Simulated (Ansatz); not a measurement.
# Transmission past a defect: Ag wire along [110], 3 atoms a period, Pd in place of one Ag

What does the defect do to the conductance?

Main program and level: Ansatz 0.2.0; DFT PBE, plane waves, PAW; relaxation of a wire's period, in the first sound run; inputs show where later runs differ.

### 1. Starting point

The cell holds 3 atoms: 3 Ag. Cell: a = 8.875 Å, b = 9.734 Å, c = 2.934 Å, α = 90.0°, β = 90.0°, γ = 90.0°. Vacuum lies along a and b. The structure's axis is c.

### 2. Relaxation of atoms and period

Band widths follow the bond lengths, so the wire is relaxed first. The atoms and the third cell vector are free; the box across stays fixed as vacuum. A Fermi-Dirac smearing is set since the result may be a metal. The pressure printed is a third of the stress's trace over the whole box, vacuum included; only the stress along the axis is relaxed.

Input file input.yaml:

```yaml
crystal:
  lattice:
    - [8.875, 0.0, 0.0]
    - [0.0, 9.734, 0.0]
    - [0.0, 0.0, 2.9344931419]
  atoms:
    - { symbol: Ag, position: [0.383098592, 0.650759517, 0.0] }
    - { symbol: Ag, position: [0.383098592, 0.349291144, 0.0] }
    - { symbol: Ag, position: [0.616901408, 0.500025331, 0.5] }
kpoints:
  mp_grid: { grid: [1, 1, 28] }
scf:
  occupations: { method: fermi_dirac, width: 0.05 }
hamiltonian:
  xc: pbe
relax:
  cell: { fix: [a, b, alpha, beta, gamma] }
  max_steps: 60
```

The run is started by

```console
ansatz run input.yaml --threads 16 --pin off --max-ram 61440MiB --backend cuda --events-out ev --progress --plain --runs-dir out
```

Numbers of over 12 decimals in the logs are rounded to 6 here.

The log of the run:

```text
Engine: ansatz 0.2.0, aarch64-unknown-linux-gnu
Pseudopotentials: kind: paw
Pseudopotential: Ag, paw, valence charge 19, recommended cutoff 420 eV (normal), Ag.paw.azcp
Functional definition: PBE
  parameter kappa = 0.804
  parameter beta = 0.066725
  exchange = pbe_x(kappa = kappa, mu = beta*pi^2/3)
  correlation = pbe_c(beta = beta)
[...]
Crystal: 3 atoms, lattice volume = 253.509 Å³
Basis set: ecut = 420 eV, 4921 PW (Γ), exchange–correlation on 120×144×40 points (8 copies of the dense FFT grid, shifted against one another)
Bands: 35, of which v1, the nominal top of the filled ones, is band 29 counted from 1 (28 counted from 0)
Symmetry: 4 space group operations
Space group: Pmm2 (ITA 25), of the structure as read, at distance tolerance 6.3e-5 Å
k-points: 15 of 28
Non-local potential: Ag, projectors of the file, l = 0: 3, l = 1: 2, l = 2: 2, l = 3: 1
PAW form: soft (Blöchl's): semilocal exchange-correlation on the pseudo side does not see the compensation charge
PAW one-centre angular grid: Ag, 590 points (default); XC on 64 Gauss nodes
Initial density: superposition of atomic densities (neutral atoms: chi_scale 0, normalization atom), corrected by the library's trained network
Initial wavefunctions: pseudopotential atomic-orbital guess
[...]
Functional: x = pbe(κ = 0.804, μ = 0.219515), c = pbe(β = 0.066725)
SCF iter   1: F=—  HF=-22768.832737 eV  |F-HF|=—  |Δ(HF+E_count)|=         —  Δρ=1.47e-3  dr2=1.97e-2  ethr=1.77e-3  ⟨swp⟩=6.7  Hψ=2264  notcnv=0
preconditioner: auto → LDOS  [insulator: Δε(μ)=0.132 eV  Ē_g=7.143 eV  σ=0.050 eV  W_gap=0.56  n_scr=32 (ndim 8)  ℏωp=13.4 eV  f_vac=0.652  D(μ)=2.05/eV (n_scr^D=8)  ε∞_Penn≈4.5  β→1.0]
SCF iter   2: F=—  HF=-22768.832108 eV  |F-HF|=—  |Δ(HF+E_count)|=   6.29e-4  Δρ=1.55e-3  dr2=8.40e-3  ethr=3.46e-5  ⟨swp⟩=2.7  Hψ=983  notcnv=0  defer=17
[...]
SCF iter   8: F=-22768.831459 eV  HF=-22768.831459 eV  |F-HF|=2.25e-9  |Δ(HF+E_count)|=   1.25e-8  Δρ=2.58e-6  dr2=2.68e-8  ethr=1.75e-10  ⟨swp⟩=4.1  Hψ=1698  notcnv=0
SCF 1 converged in 8 iterations: F = -22768.831459 eV  dr2 = 2.68e-8
  greatest PAW one-centre occupation: 1.000 electrons in one spin orbital (limit 2), on the Ag atom at site 2 (counted from 0), in its partial waves of l = 0
relax step   1: F+E_penalty+E_count = -22768.83145910 eV  Δ(F+E_penalty+E_count) = +0.000e0 eV  max|allowed force component| = 5.755e-1 eV/Å  Δτ_max = 0.0000 Å  P = -1.187 GPa  Ω = 253.509 Å³  fix = [a, b, alpha, beta, gamma]  reactions: a -0.666, b -0.427 GPa  (8 SCF iters, dr2 threshold 1.00e-7 eV, accepted)
[...]
Crystal: 3 atoms, lattice volume = 242.408 Å³
Basis set: ecut = 420 eV, 4745 PW (Γ), exchange–correlation on 120×144×40 points (8 copies of the dense FFT grid, shifted against one another)
[...]
iter 1 solved again at ethr=4.30e-5 eV; its pass at ethr=3.10e-3 eV (dr2=2.45e-2 eV) is discarded
SCF iter   1: F=—  HF=-22768.999779 eV  |F-HF|=—  |Δ(HF+E_count)|=         —  Δρ=3.11e-3  dr2=2.51e-2  ethr=4.30e-5  ⟨swp⟩=2.0  Hψ=2710  notcnv=0
preconditioner: auto → LDOS  [insulator: Δε(μ)=0.186 eV  Ē_g=7.444 eV  σ=0.050 eV  W_gap=0.69  n_scr=32 (ndim 8)  ℏωp=13.7 eV  f_vac=0.656  D(μ)=1.66/eV (n_scr^D=8)  ε∞_Penn≈4.4  β→1.0]
SCF iter   2: F=—  HF=-22769.004790 eV  |F-HF|=—  |Δ(HF+E_count)|=   5.01e-3  Δρ=4.48e-3  dr2=3.88e-2  ethr=4.30e-5  ⟨swp⟩=2.1  Hψ=1053  notcnv=0
[...]
SCF iter   7: F=-22768.994633 eV  HF=-22768.994633 eV  |F-HF|=7.68e-9  |Δ(HF+E_count)|=   4.44e-8  Δρ=2.70e-6  dr2=2.34e-8  ethr=5.26e-10  ⟨swp⟩=4.0  Hψ=1692  notcnv=0
SCF 2 converged in 7 iterations: F = -22768.994633 eV  dr2 = 2.34e-8
relax step   2: F+E_penalty+E_count = -22768.99463298 eV  Δ(F+E_penalty+E_count) = -1.632e-1 eV  max|allowed force component| = 1.252e-1 eV/Å  Δτ_max = 0.0761 Å  P = -0.084 GPa  Ω = 242.408 Å³  energy of the carried Pulay correction = +1.087e-3 eV  fix = [a, b, alpha, beta, gamma]  reactions: a +0.261, b +0.320 GPa  (7 SCF iters, dr2 threshold 3.00e-7 eV, accepted)
[...]
Crystal: 3 atoms, lattice volume = 235.368 Å³
[...]
iter 1 solved again at ethr=3.42e-6 eV; its pass at ethr=3.10e-3 eV (dr2=1.95e-3 eV) is discarded
[...]
SCF 3 converged in 5 iterations: F = -22769.015276 eV  dr2 = 1.28e-7
relax step   3: F+E_penalty+E_count = -22769.01527585 eV  Δ(F+E_penalty+E_count) = -2.064e-2 eV  max|allowed force component| = 1.004e-1 eV/Å  Δτ_max = 0.0212 Å  P = +0.258 GPa  Ω = 235.368 Å³  energy of the carried Pulay correction = +1.821e-3 eV  fix = [a, b, alpha, beta, gamma]  reactions: a +0.245, b +0.217 GPa  (5 SCF iters, dr2 threshold 3.00e-7 eV, accepted)
[...]
relax step   4: F+E_penalty+E_count = -22769.01717344 eV  Δ(F+E_penalty+E_count) = -1.898e-3 eV  max|allowed force component| = 1.856e-2 eV/Å  Δτ_max = 0.0107 Å  P = +0.094 GPa  Ω = 236.536 Å³  energy of the carried Pulay correction = +1.697e-3 eV  fix = [a, b, alpha, beta, gamma]  reactions: a +0.135, b +0.150 GPa  (5 SCF iters, dr2 threshold 3.00e-7 eV, accepted)
[...]
relax step   5: F+E_penalty+E_count = -22769.01732988 eV  Δ(F+E_penalty+E_count) = -1.564e-4 eV  max|allowed force component| = 4.246e-3 eV/Å  Δτ_max = 0.0068 Å  P = +0.087 GPa  Ω = 236.442 Å³  energy of the carried Pulay correction = +1.707e-3 eV  fix = [a, b, alpha, beta, gamma]  reactions: a +0.113, b +0.151 GPa  (6 SCF iters, dr2 threshold 2.15e-8 eV, accepted)
[...]
SCF iter   6: F=—  HF=-22769.015466 eV  |F-HF|=—  |Δ(HF+E_count)|=  5.35e-10  Δρ=2.25e-7  dr2=1.32e-10  ethr=4.53e-12  ⟨swp⟩=2.0  Hψ=954  notcnv=0
SCF iter   7: F=-22769.015466 eV  HF=-22769.015466 eV  |F-HF|=1.09e-11  |Δ(HF+E_count)|=  4.37e-11  Δρ=4.70e-8  dr2=5.33e-12  ethr=1.00e-12  ⟨swp⟩=7.4  Hψ=2544  notcnv=0
SCF 6 converged in 7 iterations: F = -22769.015466 eV  dr2 = 5.33e-12
relax step   6: F+E_penalty+E_count = -22769.01546610 eV  Δ(F+E_penalty+E_count) = +1.864e-3 eV  max|allowed force component| = 4.205e-3 eV/Å  Δτ_max = 0.0000 Å  P = +0.088 GPa  Ω = 236.442 Å³  fix = [a, b, alpha, beta, gamma]  reactions: a +0.114, b +0.151 GPa  stress off target by 2.63e-3 GPa on what of the cell is left free  SCF on the basis re-selected at this cell (its energy is not comparable with the rows above)  (7 SCF iters)
basis re-selected at this cell: Δ(F+E_penalty+E_count) = +1.864e-3 eV, ΔP = +0.000 GPa vs the last step (what re-selecting the basis moved, of the pressure what is left beyond the Pulay correction that the steps carried, after the strain that the cell walked since its last selection, with what the two solves' SCF thresholds leave and, on support functions, any second-order correction that the steps lacked; it is no m [...]
SCF converged after 7 iterations
Free energy (F): -22769.015466 eV
Harris-Foulkes:  -22769.015466 eV  (|F-HF|=1.09e-11)
Internal energy: -22769.004873 eV  (E = F + TS)
E sigma→0 (E₀):  -22769.010169 eV
Entropy (-TS):   -0.010594 eV (-3.531 meV/atom)
Fermi energy:    0.265312 eV
--- Per-component energies (eV) ---
  E_band       = -1639.416329
  E_kinetic    = 1583.356344
  E_local      = -22792.454736  (includes V_loc(G=0)·N_el)
  E_nonlocal   = 242.890922
  E_hartree    = 10633.780419
  E_xc         = -550.773172
  E_vxc        = -699.074813  (∫ρ·V_xc dr)
  E_paw        = -11710.012160  (= ΣΔE_a)
  E_vpaw       = -1241.696044  (= ΣTr[D̂ρ^β])
  E_aug_tail   = 0.000928  (compensation charges beyond the density's cutoff)
  E_ewald      = -175.793418
  E_smearing   = -0.010594  (= −TS)
  E_closure    = -0.000000  (closes the sum)
  Σ components = -22769.015466   (vs F -22769.015466, Δ=0.00e0)
--- Forces (eV/Å), atoms counted from 1 ---
  atom   1  Ag    -0.00020548    -0.00420488    -0.00000000
  atom   2  Ag    -0.00020548     0.00420488    -0.00000000
  atom   3  Ag     0.00040858     0.00000000     0.00000000
  max |Σ_I F_I| component: 2.38e-6 eV/Å
--- Stress (GPa, compression-positive) ---
        0.113836      -0.000000       0.000000
        0.000000       0.151475       0.000000
        0.000000       0.000000      -0.002630
  P = ⅓ Tr σ = 0.0876 GPa (0.876 kbar)
--- Band table (eV; the first three rows and the last of 15) ---
  k-point 0: bands = [... 25 lower, -2.4829, -2.3609, -2.3283, -0.5410, -0.1689, 1.8985, 2.5804, 2.6488, ... 2 higher]
  k-point 1: bands = [... 25 lower, -2.5039, -2.3823, -2.3448, -0.5132, -0.1381, 1.9426, 2.6166, 2.6932, ... 2 higher]
  k-point 2: bands = [... 25 lower, -2.5642, -2.4414, -2.3887, -0.4319, -0.0479, 2.0715, 2.7235, 2.8235, ... 2 higher]
  k-point 14: bands = [... 25 lower, -2.4384, -2.0660, 2.0155, 2.2256, 4.0212, 5.0955, 5.5804, 5.6446, ... 2 higher]
--- Relaxed structure (5 steps of the walk, 5 accepted, 1 SCFs on fresh bases) ---
  F+E_penalty+E_count = -22769.01546610 eV   max|allowed force component| = 4.205e-3 eV/Å   (the final SCF, on the basis selected at the relaxed cell)
  cell:  # Å, volume = 236.4416 Å³
    - [8.875, 0, 0]
    - [0, 9.734, 0]
    - [0, 0, 2.736933]
  atoms:
    - { symbol: Ag, position: [0.385212, 0.647461, -3.5481869396254807e-19] }
    - { symbol: Ag, position: [0.385212, 0.352590, -3.5481869396255775e-19] }
    - { symbol: Ag, position: [0.612675, 0.500025, 0.500000] }
```

Run time: 2.6 s. Hardware: 1 × NVIDIA GB200 with 16 threads of Arm Neoverse V2, shared host; peak memory 1.2 GiB; 9 s of CPU time.

Relaxation path:

| step | energy less that of the first step (eV) | largest force component (eV/Å) | pressure (GPa) | volume (Å³) |
| --- | --- | --- | --- | --- |
| 1 | 0.0000 | 0.5755 | -1.19 | 253.51 |
| 2 | -0.1632 | 0.1252 | -0.08 | 242.41 |
| 3 | -0.1838 | 0.1004 | 0.26 | 235.37 |
| 4 | -0.1857 | 0.0186 | 0.09 | 236.54 |
| 5 | -0.1859 | 0.0042 | 0.09 | 236.44 |
| 6* | -0.1840 | 0.0042 | 0.09 | 236.44 |

Relaxation steps marked * repeat the geometry before them on a plane-wave basis chosen anew for their cell, so energy and pressure can jump there.

Forces are held to the 4 operations that the run works with; a distortion that breaks them can't arise in this run.

| cell as run | before | after | change |
| --- | --- | --- | --- |
| c (Å) | 2.934 | 2.737 | -6.7 % |

The atoms that moved most (Å, along periodic axes as changes of fractional coordinates times the final cell, across vacuum about the mean position):

| atom | dx | dy | dz | length |
| --- | --- | --- | --- | --- |
| Ag3 | -0.038 | 0.000 | 0.000 | 0.038 |
| Ag2 | 0.019 | 0.032 | 0.000 | 0.037 |
| Ag1 | 0.019 | -0.032 | 0.000 | 0.037 |

Final coordinates:

```
Ag
1.0
     8.87500    0.00000    0.00000
     0.00000    9.73400    0.00000
     0.00000    0.00000    2.73693
Ag
3
Direct
  0.38521 0.64746 0.00000
  0.38521 0.35259 0.00000
  0.61267 0.50003 0.50000
```

This step gave:

* energy at zero smearing: -22769.0102 eV
* cell length along the wire: 2.737 Å

The cell's length comes to 2.737 Å with spin left out.

### 3. Bands of the perfect wire

This step: DFT PBE, plane waves, PAW; channels and complex bands of a perfect wire (Ansatz 0.2.0).

At the relaxed period the Bloch states of the perfect wire are found at each energy: those that move forward count the open channels, and those that decay describe how a disturbance dies away inside the wire itself. An energy step of 0.035 eV is under the 0.039 eV that the program asks for its thermal average at 300 K.

Input file input.yaml:

```yaml
crystal:
  lattice:
    - [8.875, 0.0, 0.0]
    - [0.0, 9.734, 0.0]
    - [0.0, 0.0, 2.7369329878]
  atoms:
    - { symbol: Ag, position: [0.385212037, 0.647460533, 0.0] }
    - { symbol: Ag, position: [0.385212037, 0.352590129, 0.0] }
    - { symbol: Ag, position: [0.612674518, 0.500025331, 0.5] }
kpoints:
  mp_grid: { grid: [1, 1, 30] }
scf:
  occupations: { method: fermi_dirac, width: 0.05 }
hamiltonian:
  xc: pbe
output:
  transmission:
    e_range: [-1.5, 1.5]
    de: 0.035
    kmesh: [1, 1]
    reduced_basis: true
    leads: [[0, 0]]
```

The log of the run:

```text
[...]
device memory: the entry about to start is reckoned to put 17.9 GiB on a device that reports 182.5 GiB free
GPU FFT provider: cuFFT
GPU libraries: cuBLAS 13.8.1, cuFFT 12.4.0, cuSOLVER 12.3.2
GPU matrix products: emulated (plane waves: as basis.precision tells), large ones in fixed point in workspaces of 1.00 GiB
Crystal: 3 atoms, lattice volume = 236.442 Å³
Basis set: ecut = 420 eV, 4645 PW (Γ)
Bands: 35, of which v1, the nominal top of the filled ones, is band 29 counted from 1 (28 counted from 0)
Symmetry: 4 space group operations
[...]
k-points: 16 of 30
[...]
GPU buffer pool allocated for 86400 grid points (all kernels)
GPU transforms: local potential and band sums: pruned to the plane-wave sphere, on 60×72×20
[...]
SCF iter   1: F=—  HF=-22769.014167 eV  |F-HF|=—  |Δ(HF+E_count)|=         —  Δρ=1.30e-3  dr2=1.24e-2  ethr=1.77e-3  ⟨swp⟩=7.0  Hψ=2405  notcnv=0  defer=1
[...]
SCF iter   8: F=-22769.015569 eV  HF=-22769.015569 eV  |F-HF|=3.02e-9  |Δ(HF+E_count)|=   3.78e-9  Δρ=1.47e-6  dr2=5.42e-9  ethr=1.75e-10  ⟨swp⟩=3.7  Hψ=1358  notcnv=0
SCF 1 converged in 8 iterations: F = -22769.015569 eV  dr2 = 5.42e-9
[...]
transmission: 4 of 4 steps passed
SCF converged after 8 iterations
Free energy (F): -22769.015569 eV
[...]
Internal energy: -22769.003999 eV  (E = F + TS)
E sigma→0 (E₀):  -22769.009784 eV
Entropy (-TS):   -0.011569 eV (-3.856 meV/atom)
Fermi energy:    0.244236 eV
[...]
--- Band table (eV; the first three rows and the last of 16) ---
  k-point 0: bands = [... 25 lower, -2.4680, -2.3467, -2.3142, -0.5326, -0.1638, 1.9030, 2.5836, 2.6544, ... 2 higher]
  k-point 1: bands = [... 25 lower, -2.4864, -2.3654, -2.3288, -0.5083, -0.1369, 1.9415, 2.6151, 2.6931, ... 2 higher]
  k-point 2: bands = [... 25 lower, -2.5395, -2.4176, -2.3681, -0.4372, -0.0580, 2.0543, 2.7084, 2.8069, ... 2 higher]
  k-point 15: bands = [... 25 lower, -2.4248, -2.0510, 2.0299, 2.2398, 4.0333, 5.1031, 5.5884, 5.6492, ... 2 higher]
--- Transmission ---
  basis      : 753 plane waves across, 4 finite elements along
  points     : 1, standing for a mesh of 1 x 1
  on the GPU : 1 of these points
  filling    : by the input's occupations and mesh, since the crystals that have channels conduct as metals do. If one of these is a semiconductor, that mesh has misplaced its level
  energies   : 86 from -1.500000 to 1.475000 eV about the Fermi level, 0.035000 eV apart; the leads are filled to 0.000000 eV, and channels, transmission and decay are at 0.005000 eV
  crystal 0  : Ag3, at the sites [0, 0], period 2.7369 Å: whole cells are its period
    offset         : up to 0.0000 Å between an atom of the period and one for which it stands
    filled         : 3.7 meV under the level at which it is neutral
    channels       : 3.000000e0 a spin
    conductance    : 2.6906e14 S/m² at 300 K; may be off by some 0.0 % by where its bands' edges are placed, 0.0 % from the distance to neutral
```

It took 19 s on 1 × NVIDIA GB200 with 16 threads; peak memory 5.3 GiB.

In the SCF lines HF is the Harris–Foulkes energy and dr2 the Hartree energy of the density residual, in eV; the loop may stop once dr2 is under the threshold and the program's other checks hold. Hψ counts applications of the Hamiltonian.

This step gave:

- energy at zero smearing: -22769.0098 eV
- channels of the lower lead: 3
- conductance of the lead as this run defines it: 3.000 G₀
- band gap on the path through both edges: 0 eV

Table of open channels of the lead, one spin by energy, zero at the Fermi level:

| energy (eV) | open channels of the lead, one spin |
| --- | --- |
| -1.50 | 1 |
| -1.40 | 1 |
| -1.29 | 1 |
| -1.19 | 1 |
| -1.08 | 1 |
| -0.97 | 1 |
| -0.87 | 1 |
| -0.77 | 2 |
| -0.69 | 2 |
| -0.59 | 2 |
| -0.48 | 2 |
| -0.38 | 3 |
| -0.28 | 3 |
| -0.17 | 3 |
| -0.07 | 3 |
| 0.01 | 3 |
| 0.04 | 3 |
| 0.14 | 3 |
| 0.25 | 3 |
| 0.35 | 3 |
| 0.46 | 3 |
| 0.56 | 3 |
| 0.67 | 3 |
| 0.74 | 3 |
| 0.84 | 3 |
| 0.95 | 3 |
| 1.05 | 3 |
| 1.16 | 3 |
| 1.26 | 3 |
| 1.37 | 3 |
| 1.48 | 3 |

The slowest values at each energy, most degenerate partners merged, listed up to 1.5 1/Å. Table of Im kz of the slowest decaying states by energy, zero at the Fermi level:

| energy (eV) | decay 1 (Å⁻¹) | decay 2 (Å⁻¹) | decay 3 (Å⁻¹) | decay 4 (Å⁻¹) |
| --- | --- | --- | --- | --- |
| -1.500 | 0.347 | 0.395 | 0.400 | 0.425 |
| -1.395 | 0.334 | 0.388 | 0.425 | 0.430 |
| -1.290 | 0.315 | 0.378 | 0.435 | 0.449 |
| -1.185 | 0.289 | 0.363 | 0.440 | 0.472 |
| -1.115 | 0.267 | 0.352 | 0.442 | 0.482 |
| -1.010 | 0.227 | 0.332 | 0.444 | 0.486 |
| -0.905 | 0.172 | 0.307 | 0.446 | 0.488 |
| -0.800 | 0.0741 | 0.277 | 0.446 | 0.490 |
| -0.695 | 0.241 | 0.446 | 0.491 | 0.551 |
| -0.590 | 0.195 | 0.444 | 0.492 | 0.550 |
| -0.485 | 0.128 | 0.442 | 0.492 | 0.549 |
| -0.415 | 0.0388 | 0.440 | 0.491 | 0.547 |
| -0.310 | 0.436 | 0.490 | 0.545 | 0.638 |
| -0.205 | 0.431 | 0.488 | 0.542 | 0.655 |
| -0.100 | 0.425 | 0.485 | 0.538 | 0.673 |
| 0.005 | 0.419 | 0.481 | 0.533 | 0.689 |
| 0.110 | 0.411 | 0.477 | 0.528 | 0.706 |
| 0.215 | 0.402 | 0.472 | 0.522 | 0.722 |
| 0.285 | 0.396 | 0.469 | 0.518 | 0.732 |
| 0.390 | 0.386 | 0.463 | 0.510 | 0.743 |
| 0.495 | 0.374 | 0.456 | 0.502 | 0.745 |
| 0.600 | 0.361 | 0.449 | 0.493 | 0.747 |
| 0.705 | 0.347 | 0.440 | 0.484 | 0.749 |
| 0.810 | 0.331 | 0.431 | 0.473 | 0.750 |
| 0.915 | 0.313 | 0.421 | 0.461 | 0.751 |
| 0.985 | 0.300 | 0.414 | 0.452 | 0.752 |
| 1.090 | 0.279 | 0.403 | 0.439 | 0.752 |
| 1.195 | 0.254 | 0.390 | 0.424 | 0.752 |
| 1.300 | 0.226 | 0.376 | 0.408 | 0.751 |
| 1.405 | 0.192 | 0.361 | 0.390 | 0.751 |

By hand: the program gives 2.6906 × 10^14 S/m² over the cell's cross-section of 86.39 Å² = 8.639 × 10^-19 m², so one cell conducts 2.324 × 10^-4 S. Divided by G0 = 2e²/h = 7.748 × 10^-5 S this is 3.00 G0, a resistance of 4.30 kΩ.

At the computed energy nearest the Fermi level there are 3 channels a spin, and the thermal average gives 3.00 G₀.

(Part 1 of 3 ends here.)

[Logs are printed without paths, hosts, clocks, repeated set-up lines and the standing remarks that a program may print on its own settings, such as how far it seeks lower states.]

[Hosts, paths, dates, database ids (printed as entryN), source tags and the programs' standing remarks are cut or masked in the printed files.]
